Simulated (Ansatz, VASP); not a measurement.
**Two plane-wave programs on Ni**

```
Ni
1.0
     2.05556    0.00000    0.00000
    -1.02778    1.78017    0.00000
     0.00000    0.00000    1.96674
Ni
1
Direct
  0.00000 0.00000 0.00000
```

Alike in both runs: functional LDA; k mesh 21 × 21 × 20; occupations fermi-dirac, width 0.1 eV; collinear spin.

Ansatz relaxed the structure, and its values are those at the end. VASP's run is a single point on that final structure, the one shown.

|  | VASP | Ansatz |
| --- | --- | --- |
| version | VASP 6.6.1 | Ansatz 0.2.0 |
| potentials or method | VASP PAW LDA potentials, release 64 (Ni) | PAW with Ansatz's default frozen-core files, scalar-relativistic |
| plane-wave cutoff (eV) | 520 | 420 |
| valence electrons in the cell | 10 | 18 |

```tsv
	VASP	Ansatz	Ansatz less VASP
net moment per atom (μB)	0.00	0.00	0.000
```

The two sets of potentials don't hold the same shells in valence. Ansatz warned: «seeded_moment_not_kept».
